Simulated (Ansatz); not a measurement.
HgTe: pressure against volume scale

All results are calculated (Ansatz 0.2.0). Periodic Kohn-Sham DFT of a crystal at fixed atoms, scaled to volume_scale times the given cell; pressure positive in compression, energy less spherical unpolarised free atoms, largest_vzz the field gradient of largest size among the nuclei.

The cell before it is scaled or strained (space group F-43m, No. 216):
```
cell vectors (Å)
   0.0000     3.2235     3.2235
   3.2235     0.0000     3.2235
   3.2235     3.2235     0.0000
atoms (fractions of the cell vectors)
Hg  0.00000  0.00000  0.00000
Te  0.75000  0.75000  0.75000
```

Settings of every row: method frozen-core PAW; functional PBE; relativity scalar; k mesh 9x9x9; filling fermi-dirac; smearing width 0.05 eV; wave cutoff 420 eV; paw set soft_2.

Atom start moment: 0 on all atoms.

Limits: no spin-orbit coupling on heavy atoms.

| row | volume scale | V (Å³/atom) | pressure (GPa) |
| --- | --- | --- | --- |
| 1 | 0.9405 | 31.502 | 7.898 |
| 2 | 0.97 | 32.49 | ? |
| 3 | 1 | 33.495 | 4.071 |
| 4 | 1.03 | 34.5 | 2.579 |
| 5 | 1.06 | 35.505 | 1.319 |

Question: what pressure should row 2 give?

Worked fit of pressure. Take u = (V_r/V)^(2/3) − 1 with V_r = 33.998 Å³ an atom, which is twice the finite (Eulerian) strain; such expansions in the strain, on which the Birch-Murnaghan equation of state is built, carry the rest volume and the bulk modulus. The shown rows have u = 0.05215, 0.00999, -0.00972, -0.0285. Least squares give pressure = 3.2912 + 75.929 × u + 237.81 × u² GPa; a straight line predicts inner rows, each left out in turn, worse (root mean square 0.24 against 0.0069 GPa). The rows lie off it by 0.000, -0.002, 0.003, -0.001. The withheld row has u = 0.03071, so the fit gives 3.2912 + 75.929 × (0.03071) + 237.81 × (0.03071)² = 5.847 GPa.

The calculation gave 5.839 GPa. The fit lies 0.008 GPa (0.12 % of the column's range) above it; its largest miss of a shown row is 0.003 GPa.
